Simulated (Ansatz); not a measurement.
CoO: how the SCF end depends on the start

We look at CoO: an unrelaxed test cell, picked because its SCF is hard, with 2 atoms per cell.

```yaml
crystal:
  lattice:
    - [0.00000, 2.13000, 2.13000]
    - [2.13000, 0.00000, 2.13000]
    - [2.13000, 2.13000, 0.00000]
  atoms:
    - { symbol: Co, position: [0.00000, 0.00000, 0.00000] }
    - { symbol: O, position: [0.49376, 0.53563, 0.51208] }
```

Site labels below count the atoms in this order, from 1.

Level of theory: Ansatz development build ahead of 0.2.0, DFT, PBE+U, PAW (an earlier, harder data set), plane waves, scalar-relativistic.

| Item | Value |
| --- | --- |
| Hubbard term (Dudarev form) | U − J = 4 eV on Co d |
| Plane-wave cutoff | 930 eV |
| k-point mesh | spacing 0.3 per Å |
| Occupations | Fermi–Dirac smearing, 0.1 eV |

The total moment includes the space between the atomic spheres.

A static U favours moments and orbital order; the result depends on U and need not be the measured state. With one magnetic atom in the cell its copies can only be parallel; orders in a larger cell may lie lower.

By default the program goes on after convergence only on a hint of a lower state. The standard search can try other orders and fillings too, with no guarantee of the lowest state. With a search on, the program may also reshape the start on open shells.

```csv
start,iterations,final moments of Co1 O2 (μB),total (μB),F − F(lowest) (meV/atom)
"occupation matrices typed (Co1 up full, Co1 down 2.28 in mixed orbitals), default search for lower states [spin density started apart from these, at Co1 3.00 μB]",18,2.57 0.21,3.00,0.0
"occupation matrices typed (Co1 up full, Co1 down 2.28 in mixed orbitals), occupations held until converged, default search for lower states [spin density started apart from these, at Co1 3.00 μB]",23,2.57 0.21,3.00,0.0
standard search for lower states [Co1 3.00 μB],77,2.57 0.21,3.00,1.3
```

The 3 converged runs end in 2 distinct states. The lowest is spin-polarised, site moments Co1 2.57, O2 0.21 μB, total 3.00 μB per cell; it was reached by 2 starts. A lower state, such as a non-collinear one or one in a larger cell, can't be excluded. States within about 5 meV/atom are too close for this mesh, smearing and search to settle their order.
